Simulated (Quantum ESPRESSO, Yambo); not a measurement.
# AlN (P6_3mc): a self-consistent loop beyond G0W0, cycle by cycle, part 2 of 2

Wanted: G0W0 and self-consistent gaps of AlN (P6_3mc), with the cost of the cycles.

Quantum ESPRESSO 7.5 and Yambo 5.3.0; PBE and many-body steps on it, plane waves. Known limits of the many-body steps: not at the basis limit; coarse k mesh.

So far. Step 5 (evGW0, cycle 1): Against G0W0 in Yambo (3×3×4 mesh, 102 bands, screening to 129.3 eV, Godby-Needs plasmon pole), the gap moves by +0.172 eV. Step 6 (evGW0, cycle 2): Against the cycle before, the gap moves by +0.023 eV.

The database entry behind the starting cell differs from later determinations by our own check (inner coordinate u about 0.002 short), so it need not match the best structure at ambient conditions.

### Step 7. evGW0, cycle 3

Level of this step: evGW0 on PBE, plane waves, norm-conserving pseudopotentials (Yambo).

File gw4.in:

```
HF_and_locXC
gw0
dyson
ppa
em1d
rim_cut
RandQpts= 1000000
RandGvec= 1 RL
EXXRLvcs= 72 Ry
VXCRLvcs= 288 Ry
Chimod= "HARTREE"
% BndsRnXp
 1 | 102 |
%
NGsBlkXp= 9.5 Ry
% LongDrXp
 1 | 1 | 1 |
%
% GbndRnge
 1 | 102 |
%
DysSolver= "n"
ExtendOut
PPAPntXp= 27.21138 eV
% QPkrange
 1 | 10 | 3 | 14 |
%
GfnQPdb= "E < ./gw3_fix/ndb.QP"
```

Run with:

```console
$ OMP_NUM_THREADS=1 mpirun -n 4 yambo -F gw4.in -J gw4,gw1_W -C gw4 > gw4.log
```

What it wrote:

```text
 Yambo, version 5.3.0

 [02] CORE Variables Setup
 =========================

  [... cell, symmetries and grids as in the set-up ...]

  [02.05] Energies & Occupations
  ==============================

  [X] === General ===
  [X] Electronic Temperature                        :  0.000000  0.000000 [eV K]
  [X] Bosonic    Temperature                        :  0.000000  0.000000 [eV K]
  [X] Finite Temperature mode                       : no
  [X] El. density                                   :  0.38275E+24 [cm-3]
[...]
Sx RL components                                 :  2875

   QP @ state[ 1 ] K range                          :   1  10
   QP @ state[ 1 ] b range                          :   3  14
   GF energies kind                                 : Perdew, Burke & Ernzerhof(X)+Perdew, Burke & Ernzerhof(C)+ E < ./gw1/ndb.QP + @E Fit+ E < ./gw2_fix/
   GF WF`s kind                                     : Perdew, Burke & Ernzerhof(X)+Perdew, Burke & Ernzerhof(C)
   Xs energies kind                                 : Perdew, Burke & Ernzerhof(X)+Perdew, Burke & Ernzerhof(C)
   Xs WF`s kind                                     : Perdew, Burke & Ernzerhof(X)+Perdew, Burke & Ernzerhof(C)

 [13] Game Over & Game summary
```

It took 2 min on 4 MPI ranks of Arm Neoverse V1, shared host; peak memory 1.4 GiB.

Numbers from this step:

| Item | Value |
| --- | --- |
| quasiparticle gap on the mesh | 5.701 eV |
| gap of the density functional on the mesh | 4.221 eV |
| k of the valence top | 0, 0, 0 |
| k of the conduction bottom | 0, 0, 0 |
| least direct quasiparticle gap on the computed points | 5.701 eV |

Against the cycle before, the gap moves by +0.003 eV.

The program's own table gives 5.942 eV, which is too large where the input levels are shifted: this version takes Σc at the unshifted level E₀, yet steps from the shifted one. The value above is the Newton step from E₀, E₀ + Z(Σc + Σx − Vxc), rebuilt from the printed columns.

### Step 8. evGW, cycle 1

This step: evGW on PBE, plane waves, norm-conserving pseudopotentials.

gw5.in, as its differences from gw4.in of step 7:

```diff
@@ -27,2 +27,3 @@
 %
-GfnQPdb= "E < ./gw3_fix/ndb.QP"
+GfnQPdb= "E < ./gw1/ndb.QP"
+XfnQPdb= "E < ./gw1/ndb.QP"
```

Run with:

```console
$ OMP_NUM_THREADS=1 mpirun -n 4 yambo -F gw5.in -J gw5 -C gw5 > gw5.log
```

What it wrote:

```text
 Yambo, version 5.3.0

 [02] CORE Variables Setup
 =========================

  [... cell, symmetries and grids as in the set-up ...]

  [02.05] Energies & Occupations
  ==============================

  [X] === General ===
  [X] Electronic Temperature                        :  0.000000  0.000000 [eV K]
  [X] Bosonic    Temperature                        :  0.000000  0.000000 [eV K]
  [X] Finite Temperature mode                       : no
  [X] El. density                                   :  0.38275E+24 [cm-3]
[...]
Sx RL components                                 :  2875

   QP @ state[ 1 ] K range                          :   1  10
   QP @ state[ 1 ] b range                          :   3  14
   GF energies kind                                 : Perdew, Burke & Ernzerhof(X)+Perdew, Burke & Ernzerhof(C)+ E < ./gw1/ndb.QP + @E Fit
   GF WF`s kind                                     : Perdew, Burke & Ernzerhof(X)+Perdew, Burke & Ernzerhof(C)
   Xs energies kind                                 : Perdew, Burke & Ernzerhof(X)+Perdew, Burke & Ernzerhof(C)
   Xs WF`s kind                                     : Perdew, Burke & Ernzerhof(X)+Perdew, Burke & Ernzerhof(C)

 [15] Game Over & Game summary
```

Wall time 2.2 min (4 MPI ranks); peak memory 1.4 GiB; 8.8 min of CPU time.

This step gave:

* quasiparticle gap on the mesh: 5.949 eV
* gap of the density functional on the mesh: 4.221 eV
* k of the valence top: 0, 0, 0
* k of the conduction bottom: 0, 0, 0
* least direct quasiparticle gap on the computed points: 5.949 eV

Against G0W0 in Yambo (3×3×4 mesh, 102 bands, screening to 129.3 eV, Godby-Needs plasmon pole), the gap moves by +0.447 eV.

The program's own table gives 6.143 eV, which is too large where the input levels are shifted: this version takes Σc at the unshifted level E₀, yet steps from the shifted one. The value above is the Newton step from E₀, E₀ + Z(Σc + Σx − Vxc), rebuilt from the printed columns.

### Step 9. evGW, cycle 2

gw6.in, as its differences from gw5.in of step 8:

```diff
@@ -27,3 +27,3 @@
 %
-GfnQPdb= "E < ./gw1/ndb.QP"
-XfnQPdb= "E < ./gw1/ndb.QP"
+GfnQPdb= "E < ./gw5_fix/ndb.QP"
+XfnQPdb= "E < ./gw5_fix/ndb.QP"
```

Run with:

```console
$ OMP_NUM_THREADS=1 mpirun -n 4 yambo -F gw6.in -J gw6 -C gw6 > gw6.log
```

What it wrote:

```text
 Yambo, version 5.3.0

 [02] CORE Variables Setup
 =========================

  [... cell, symmetries and grids as in the set-up ...]

  [02.05] Energies & Occupations
  ==============================

  [X] === General ===
  [X] Electronic Temperature                        :  0.000000  0.000000 [eV K]
  [X] Bosonic    Temperature                        :  0.000000  0.000000 [eV K]
  [X] Finite Temperature mode                       : no
  [X] El. density                                   :  0.38275E+24 [cm-3]
[...]
Sx RL components                                 :  2875

   QP @ state[ 1 ] K range                          :   1  10
   QP @ state[ 1 ] b range                          :   3  14
   GF energies kind                                 : Perdew, Burke & Ernzerhof(X)+Perdew, Burke & Ernzerhof(C)+ E < ./gw1/ndb.QP + @E Fit+ E < ./gw5_fix/
   GF WF`s kind                                     : Perdew, Burke & Ernzerhof(X)+Perdew, Burke & Ernzerhof(C)
   Xs energies kind                                 : Perdew, Burke & Ernzerhof(X)+Perdew, Burke & Ernzerhof(C)
   Xs WF`s kind                                     : Perdew, Burke & Ernzerhof(X)+Perdew, Burke & Ernzerhof(C)

 [15] Game Over & Game summary
```

Run time: 2.2 min. Hardware: 4 MPI ranks; peak memory 1.4 GiB.

This step gave:

```yaml
quasiparticle_gap_on_the_mesh: 6.087 eV
gap_of_the_density_functional_on_the_mesh: 4.221 eV
k_of_the_valence_top: 0, 0, 0
k_of_the_conduction_bottom: 0, 0, 0
least_direct_quasiparticle_gap_on_the_computed_points: 6.087 eV
```

Against the cycle before, the gap moves by +0.138 eV.

The program's own table gives 6.334 eV, which is too large where the input levels are shifted: this version takes Σc at the unshifted level E₀, yet steps from the shifted one. The value above is the Newton step from E₀, E₀ + Z(Σc + Σx − Vxc), rebuilt from the printed columns.

### Step 10. evGW, cycle 3

gw7.in, as its differences from gw6.in of step 9:

```diff
@@ -27,3 +27,3 @@
 %
-GfnQPdb= "E < ./gw5_fix/ndb.QP"
-XfnQPdb= "E < ./gw5_fix/ndb.QP"
+GfnQPdb= "E < ./gw6_fix/ndb.QP"
+XfnQPdb= "E < ./gw6_fix/ndb.QP"
```

Run with:

```console
$ OMP_NUM_THREADS=1 mpirun -n 4 yambo -F gw7.in -J gw7 -C gw7 > gw7.log
```

What it wrote:

```text
 Yambo, version 5.3.0

 [02] CORE Variables Setup
 =========================

  [... cell, symmetries and grids as in the set-up ...]

  [02.05] Energies & Occupations
  ==============================

  [X] === General ===
  [X] Electronic Temperature                        :  0.000000  0.000000 [eV K]
  [X] Bosonic    Temperature                        :  0.000000  0.000000 [eV K]
  [X] Finite Temperature mode                       : no
  [X] El. density                                   :  0.38275E+24 [cm-3]
[...]
Sx RL components                                 :  2875

   QP @ state[ 1 ] K range                          :   1  10
   QP @ state[ 1 ] b range                          :   3  14
   GF energies kind                                 : Perdew, Burke & Ernzerhof(X)+Perdew, Burke & Ernzerhof(C)+ E < ./gw1/ndb.QP + @E Fit+ E < ./gw5_fix/
   GF WF`s kind                                     : Perdew, Burke & Ernzerhof(X)+Perdew, Burke & Ernzerhof(C)
   Xs energies kind                                 : Perdew, Burke & Ernzerhof(X)+Perdew, Burke & Ernzerhof(C)
   Xs WF`s kind                                     : Perdew, Burke & Ernzerhof(X)+Perdew, Burke & Ernzerhof(C)

 [15] Game Over & Game summary
```

The job ended after 2.2 min (4 MPI ranks; peak memory 1.4 GiB; 8.9 min of CPU time).

This step gave:

| Property | Result |
| --- | --- |
| quasiparticle gap on the mesh | 6.127 eV |
| gap of the density functional on the mesh | 4.221 eV |
| k of the valence top | 0, 0, 0 |
| k of the conduction bottom | 0, 0, 0 |
| least direct quasiparticle gap on the computed points | 6.127 eV |

Against the cycle before, the gap moves by +0.040 eV.

The program's own table gives 6.390 eV, which is too large where the input levels are shifted: this version takes Σc at the unshifted level E₀, yet steps from the shifted one. The value above is the Newton step from E₀, E₀ + Z(Σc + Σx − Vxc), rebuilt from the printed columns.

### Step 11. evGW, cycle 4

gw8.in, as its differences from gw7.in of step 10:

```diff
@@ -27,3 +27,3 @@
 %
-GfnQPdb= "E < ./gw6_fix/ndb.QP"
-XfnQPdb= "E < ./gw6_fix/ndb.QP"
+GfnQPdb= "E < ./gw7_fix/ndb.QP"
+XfnQPdb= "E < ./gw7_fix/ndb.QP"
```

Run with:

```console
$ OMP_NUM_THREADS=1 mpirun -n 4 yambo -F gw8.in -J gw8 -C gw8 > gw8.log
```

What it wrote:

```text
 Yambo, version 5.3.0

 [02] CORE Variables Setup
 =========================

  [... cell, symmetries and grids as in the set-up ...]

  [02.05] Energies & Occupations
  ==============================

  [X] === General ===
  [X] Electronic Temperature                        :  0.000000  0.000000 [eV K]
  [X] Bosonic    Temperature                        :  0.000000  0.000000 [eV K]
  [X] Finite Temperature mode                       : no
  [X] El. density                                   :  0.38275E+24 [cm-3]
[...]
Sx RL components                                 :  2875

   QP @ state[ 1 ] K range                          :   1  10
   QP @ state[ 1 ] b range                          :   3  14
   GF energies kind                                 : Perdew, Burke & Ernzerhof(X)+Perdew, Burke & Ernzerhof(C)+ E < ./gw1/ndb.QP + @E Fit+ E < ./gw5_fix/
   GF WF`s kind                                     : Perdew, Burke & Ernzerhof(X)+Perdew, Burke & Ernzerhof(C)
   Xs energies kind                                 : Perdew, Burke & Ernzerhof(X)+Perdew, Burke & Ernzerhof(C)
   Xs WF`s kind                                     : Perdew, Burke & Ernzerhof(X)+Perdew, Burke & Ernzerhof(C)

 [15] Game Over & Game summary
```

The job ended after 2.2 min (4 MPI ranks; peak memory 1.4 GiB).

This step gave:

```
quasiparticle gap on the mesh                         : 6.139 eV
gap of the density functional on the mesh             : 4.221 eV
k of the valence top                                  : 0, 0, 0
k of the conduction bottom                            : 0, 0, 0
least direct quasiparticle gap on the computed points : 6.139 eV
```

Against the cycle before, the gap moves by +0.012 eV.

The program's own table gives 6.406 eV, which is too large where the input levels are shifted: this version takes Σc at the unshifted level E₀, yet steps from the shifted one. The value above is the Newton step from E₀, E₀ + Z(Σc + Σx − Vxc), rebuilt from the printed columns.

### Step 12. evGW, cycle 5

gw9.in, as its differences from gw8.in of step 11:

```diff
@@ -27,3 +27,3 @@
 %
-GfnQPdb= "E < ./gw7_fix/ndb.QP"
-XfnQPdb= "E < ./gw7_fix/ndb.QP"
+GfnQPdb= "E < ./gw8_fix/ndb.QP"
+XfnQPdb= "E < ./gw8_fix/ndb.QP"
```

Run with:

```console
$ OMP_NUM_THREADS=1 mpirun -n 4 yambo -F gw9.in -J gw9 -C gw9 > gw9.log
```

What it wrote:

```text
 Yambo, version 5.3.0

 [02] CORE Variables Setup
 =========================

  [... cell, symmetries and grids as in the set-up ...]

  [02.05] Energies & Occupations
  ==============================

  [X] === General ===
  [X] Electronic Temperature                        :  0.000000  0.000000 [eV K]
  [X] Bosonic    Temperature                        :  0.000000  0.000000 [eV K]
  [X] Finite Temperature mode                       : no
  [X] El. density                                   :  0.38275E+24 [cm-3]
[...]
Sx RL components                                 :  2875

   QP @ state[ 1 ] K range                          :   1  10
   QP @ state[ 1 ] b range                          :   3  14
   GF energies kind                                 : Perdew, Burke & Ernzerhof(X)+Perdew, Burke & Ernzerhof(C)+ E < ./gw1/ndb.QP + @E Fit+ E < ./gw5_fix/
   GF WF`s kind                                     : Perdew, Burke & Ernzerhof(X)+Perdew, Burke & Ernzerhof(C)
   Xs energies kind                                 : Perdew, Burke & Ernzerhof(X)+Perdew, Burke & Ernzerhof(C)
   Xs WF`s kind                                     : Perdew, Burke & Ernzerhof(X)+Perdew, Burke & Ernzerhof(C)

 [15] Game Over & Game summary
```

Wall time 2.2 min (4 MPI ranks); peak memory 1.4 GiB.

This step gave:

```yaml
quasiparticle_gap_on_the_mesh: 6.143 eV
gap_of_the_density_functional_on_the_mesh: 4.221 eV
k_of_the_valence_top: 0, 0, 0
k_of_the_conduction_bottom: 0, 0, 0
least_direct_quasiparticle_gap_on_the_computed_points: 6.143 eV
```

Against the cycle before, the gap moves by +0.004 eV.

The program's own table gives 6.411 eV, which is too large where the input levels are shifted: this version takes Σc at the unshifted level E₀, yet steps from the shifted one. The value above is the Newton step from E₀, E₀ + Z(Σc + Σx − Vxc), rebuilt from the printed columns.

### Step 13. Side by side

Times are wall times on 4 MPI ranks of Arm Neoverse V1, shared host, good to a factor of about two.

```
           run   mesh  bands  screening cutoff (eV)  DFT gap (eV)  gap on the mesh (eV)  direct (eV)     time
          G0W0  3×3×4    102                  129.3         4.221                 5.503        5.503  2.2 min
evGW0, cycle 1  3×3×4    102                  129.3         4.221                 5.675        5.675    2 min
evGW0, cycle 2  3×3×4    102                  129.3         4.221                 5.698        5.698    2 min
evGW0, cycle 3  3×3×4    102                  129.3         4.221                 5.701        5.701    2 min
 evGW, cycle 1  3×3×4    102                  129.3         4.221                 5.949        5.949  2.2 min
 evGW, cycle 2  3×3×4    102                  129.3         4.221                 6.087        6.087  2.2 min
 evGW, cycle 3  3×3×4    102                  129.3         4.221                 6.127        6.127  2.2 min
 evGW, cycle 4  3×3×4    102                  129.3         4.221                 6.139        6.139  2.2 min
 evGW, cycle 5  3×3×4    102                  129.3         4.221                 6.143        6.143  2.2 min
```

### Step 14. Outcome

| Property | Result |
| --- | --- |
| G0W0 | 5.503 eV |
| evGW0, cycle 1 | 5.675 eV |
| evGW0, cycle 2 | 5.698 eV |
| evGW0, cycle 3 | 5.701 eV |
| evGW, cycle 1 | 5.949 eV |
| evGW, cycle 2 | 6.087 eV |
| evGW, cycle 3 | 6.127 eV |
| evGW, cycle 4 | 6.139 eV |
| evGW, cycle 5 | 6.143 eV |
| known limits | not at the basis limit; coarse k mesh |

evGW0 ends at 5.70 eV, +0.20 eV from G0W0, after 3 cycles that took 5.9 min beside the first screening; the last moved the gap by 0.003 eV. evGW ends at 6.14 eV, +0.64 eV from G0W0, after 5 cycles that took 11 min beside the first screening; the last moved the gap by 0.004 eV. Bands and cutoff are finite, so the gap is not at the basis limit. The miss can reach some tenths of an eV and take either sign; the mesh is an error of its own. The 3×3×4 mesh is coarse for this cell, which bears on the long-range parts of exchange and screening.

[Paths, hosts, dates, memory and timing lines, banners, echoed tables and standing remarks are left out of the program output.]

[Logs are printed without paths, hosts, clocks, repeated set-up lines and the standing remarks that a program may print on its own settings, such as how far it seeks lower states.]

[Runs of the session that timed out or met a known fault of the program may be left out.]

[Hosts, paths, dates, database ids (printed as entryN), source tags and the programs' standing remarks are cut or masked in the printed files.]
